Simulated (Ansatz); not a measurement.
Crystal: AlCu.

```
Al Cu
1.0
     0.00000    2.25677    2.25677
     2.25677    0.00000    2.25677
     2.25677    2.25677    0.00000
Al Cu
1 1
Direct
  0.75000 0.75000 0.75000
  0.00000 0.00000 0.00000
```

The cell was built by a generator and needn't be a form met in nature.

Base run:

```yaml
Program: Ansatz 0.2.0
Functional: r2SCAN
Potentials_or_basis: Ansatz PAW
Cutoff: "500 eV (not typed: the program's choice for these potentials)"
k_mesh: 10 × 10 × 10
Occupations: fermi-dirac, width 0.05 eV
Spin: no spin polarisation
```

Its results: band gap on the k mesh none (metal or under the smearing width); pressure 111.3 GPa.

Problem. The run is repeated on the same cell with these changes: functional from r2SCAN to PBEsol; cutoff from 500 eV (not typed: the program's choice for these potentials) to 420 eV (not typed: the program's choice for these potentials). What comes out?

Solution. Band gap on the k mesh none (metal or under the smearing width); pressure 108.4 GPa.

Caveats: a pressure of tens of GPa on the cell as given is suspect, and the run, the potentials or the cell itself is likely at fault; the PAW data sets come from PBE, with cores solved anew for the run's functional, which leaves a small shift of forces and pressure.
